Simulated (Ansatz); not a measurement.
**Hf, diamond: how the functional moves the structure**

All rows: Ansatz, plane waves with scalar-relativistic PAW, 420 eV (500 eV for the SCAN forms), relaxed under each functional, no dispersion correction, no zero-point motion. B₀ comes from uniform scaling at fixed shape; a dash is a value not given.

```tsv
functional	V (Å³/atom)	cell	B₀ (GPa)	magnetic state	ΔE to hcp (meV/atom)
PBE	35.14	a = 6.551 Å	29	spin not included	2691
r²SCAN	33.85	a = 6.470 Å	25	spin not included	2982
PBEsol	32.37	a = 6.374 Å	31	spin not included	2791
revPBE	36.37	a = 6.626 Å	29	spin not included	2672
RPBE	36.82	a = 6.653 Å	29	spin not included	2664
BLYP	37.42	a = 6.689 Å	28	spin not included	2205
```

**Question.** What does LDA give?

**Answer.** V (Å³/atom): 30.16; cell: a = 6.226 Å; B₀ (GPa): 32; magnetic state: spin not included; ΔE to hcp (meV/atom): 2737.
